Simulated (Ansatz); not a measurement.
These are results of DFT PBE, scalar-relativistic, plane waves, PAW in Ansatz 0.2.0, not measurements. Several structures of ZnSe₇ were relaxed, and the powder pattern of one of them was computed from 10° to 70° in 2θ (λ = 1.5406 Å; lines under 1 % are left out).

Cu Kα1 powder pattern (kinematic, no thermal factors).
| 2θ (°) | relative intensity |
| --- | --- |
| 12.61 | 4 |
| 24.48 | 40 |
| 27.63 | 34 |
| 28.10 | 2 |
| 35.28 | 28 |
| 35.55 | 24 |
| 35.93 | 100 |
| 37.61 | 64 |
| 38.46 | 3 |
| 43.96 | 28 |
| 46.12 | 30 |
| 46.43 | 3 |
| 50.18 | 20 |
| 51.33 | 19 |
| 52.10 | 14 |
| 53.18 | 3 |
| 57.66 | 7 |
| 58.38 | 4 |
| 59.28 | 8 |
| 63.25 | 36 |
| 63.99 | 8 |
| 64.50 | 5 |
| 64.95 | 1 |
| 65.93 | 1 |
| 66.60 | 1 |

Problem. Which structure gives it?
A. Space group Pm-3m (No. 221), cubic, a = 5.592 Å. Zn has 6 Se at 2.80 Å; Se on a site of symmetry 4/mmm is surrounded by 2 Zn at 2.80 Å and 4 Se at 2.80 Å; around Se on a site of symmetry m-3m lie 6 Se at 2.80 Å; 1 more site not described.
B. Space group P3m1 (No. 156), trigonal, a = 3.867 Å, c = 15.877 Å. Zn is surrounded by 3 Se at 2.37 Å and 1 Se at 2.67 Å; Se on its first site is surrounded by 1 Zn at 2.67 Å and 3 Se at 2.71 Å; Se on its second site is surrounded by 3 Zn at 2.37 Å; 5 more sites not described.
C. Space group Cmmm (No. 65), orthorhombic, a = 7.114 Å, b = 7.266 Å, c = 7.016 Å. Zn has 8 Se at 2.98 Å and 4 Se at 3.56–3.63 Å; Se on a site of symmetry m2m has 4 Se at 2.65 Å, 3 Se at 3.43–3.56 Å and 3 Se at 3.84–3.90 Å; Se on a site of symmetry 2 has 2 Se at 2.65 Å, 2 Zn at 2.98 Å and 3 Se at 2.98–3.09 Å; 1 more site not described.

Solution. C. Its strongest line, at 2θ = 35.93°, has d = λ/(2 sin θ) = 2.498 Å and is the (2 0 2) reflection of the conventional Cmmm cell with a = 7.114 Å, b = 7.266 Å, c = 7.016 Å. The others have their strongest lines at 32.0° (A); 31.6° (B).

The cells needn't be stable.
